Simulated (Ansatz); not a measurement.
Li:

```
Li
1.0
    -1.75465    1.75465    1.75465
     1.75465   -1.75465    1.75465
     1.75465    1.75465   -1.75465
Li
1
Direct
  0.00000 0.00000 0.00000
```

Base run:

| Property | Result |
| --- | --- |
| Program | Ansatz 0.2.0 |
| Functional | LDA |
| Potentials or basis | Ansatz PAW |
| Cutoff | 420 eV (not typed: the program's choice for these potentials) |
| k mesh | 11 × 11 × 11 |
| Occupations | fermi-dirac, width 0.05 eV |
| Spin | no spin polarisation |

Its results: band gap on the k mesh none (metal or under the smearing width); pressure -1.6 GPa.

Q: The run is repeated on the same cell with these changes: functional from LDA to PBE; cutoff from 420 eV (not typed: the program's choice for these potentials) to 600 eV. What comes out?

A: Band gap on the k mesh none (metal or under the smearing width); pressure -0.8 GPa.

PBE binds less tightly than LDA, so the same cell stands under more pressure.
